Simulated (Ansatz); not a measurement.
# SnTe under changes of volume

One of the cells (31.281 Å³/atom); the others are scaled copies at fixed shape and fractional positions:

```
CELL_PARAMETERS angstrom
0.00000 3.15085 3.15085
3.15085 0.00000 3.15085
3.15085 3.15085 0.00000
ATOMIC_POSITIONS crystal
Te 0.50000 0.50000 0.50000
Sn 0.00000 0.00000 0.00000
```

```yaml
Program: Ansatz 0.2.0
Functional: PBE
Potentials_or_basis: Ansatz PAW
Cutoff: "420 eV (not typed: the program's choice for these potentials)"
k_mesh: 7 × 7 × 7
Occupations: fermi-dirac, width 0.05 eV
Spin: no spin polarisation
```

```csv
volume (Å³/atom),energy over the lowest point (meV/atom),pressure (GPa)
29.404,55.89,5.7
30.030,?,?
30.656,21.01,3.3
31.281,10.30,2.2
31.907,3.47,1.3
32.532,0.15,0.4
33.158,0.00,-0.3
```

What does the run at 30.030 Å³/atom give?

Energy over the lowest point 36.05 meV/atom; pressure 4.4 GPa.

Worked out: A Birch-Murnaghan fit of order 3 (a polynomial in V^(-2/3)) to the other rows has its minimum at 32.87 Å³/atom with B0 = V·E''(V) = 40 GPa and B' = 4.4. It gives 36.05 meV/atom at 30.030 Å³/atom, against the run's 36.05, and -dE/dV = 4.4 GPa, against 4.4.

Energies are extrapolated to zero smearing.
